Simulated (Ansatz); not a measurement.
# Ti3Al5: competing structures

Method: DFT r2SCAN, scalar-relativistic, plane waves, PAW in Ansatz. All cells share a 500 eV cutoff and Γ-centred k meshes spaced at most 0.3 Å⁻¹ (0.19 for metals, 2π included).

These are static lattice energies at zero pressure. Larger cells and other orderings weren't all tried, so the list isn't exhaustive. For metals, differences of a few meV/atom aren't resolved. No run is spin-polarised.

| # | started from | space group | atoms | V (Å³/atom) | ΔE (meV/atom) | gap on mesh (eV) |
| --- | --- | --- | --- | --- | --- | --- |
| 1 | database cell | Pmmm (No. 47) | 8 | 15.8 | 0 | 0.00 |
| 2 | database cell | P4/mmm (No. 123) | 8 | 15.8 | 17 | 0.00 |

The lowest structure: Space group Pmmm (No. 47), orthorhombic, a = 3.902 Å, b = 4.023 Å, c = 8.071 Å. Ti on Wyckoff site r (2 atoms of the primitive cell) has 10 Al at 2.72–2.94 Å and 2 Ti at 2.89 Å; around Ti on Wyckoff site f (1 atom of the primitive cell) lie 8 Al at 2.80–2.81 Å and 4 Ti at 2.89 Å; around Al on Wyckoff site a (1 atom of the primitive cell) lie 4 Al at 2.76 Å and 8 Ti at 2.80–2.94 Å; around Al on Wyckoff site c (1 atom of the primitive cell) lie 4 Ti at 2.77 Å and 8 Al at 2.80–2.85 Å; Al on Wyckoff site h (1 atom of the primitive cell) is coordinated by 4 Ti at 2.72 Å and 8 Al at 2.80–2.89 Å. Its energy against the elements is -0.45 eV/atom. Formation energies are uncorrected and refer to the lowest elemental structures computed at the same level.

```cif
data_structure
_symmetry_space_group_name_H-M 'Pmmm'
_symmetry_Int_Tables_number 47
_cell_length_a 3.9016
_cell_length_b 4.0227
_cell_length_c 8.0706
_cell_angle_alpha 90.000
_cell_angle_beta 90.000
_cell_angle_gamma 90.000
_cell_volume 126.67
loop_
_atom_site_label
_atom_site_type_symbol
_atom_site_symmetry_multiplicity
_atom_site_Wyckoff_symbol
_atom_site_fract_x
_atom_site_fract_y
_atom_site_fract_z
_atom_site_occupancy
Ti1 Ti 2 r 0.00000 0.50000 0.26487 1
Ti2 Ti 1 f 0.50000 0.50000 0.00000 1
Al1 Al 1 a 0.00000 0.00000 0.00000 1
Al2 Al 1 c 0.00000 0.00000 0.50000 1
Al3 Al 1 h 0.50000 0.50000 0.50000 1
Al4 Al 2 s 0.50000 0.00000 0.24233 1
```

The second: Space group P4/mmm (No. 123), tetragonal, a = 3.898 Å, c = 8.325 Å. Ti on Wyckoff site b (1 atom of the primitive cell) is coordinated by 4 Ti at 2.76 Å and 8 Al at 2.84 Å; Ti on Wyckoff site c (1 atom of the primitive cell) has 12 Al at 2.76–2.86 Å; Ti on Wyckoff site d (1 atom of the primitive cell) is coordinated by 4 Ti at 2.76 Å and 8 Al at 2.84 Å; Al on Wyckoff site i (4 atoms of the primitive cell) has 6 Al at 2.76–2.86 Å and 6 Ti at 2.84–2.86 Å.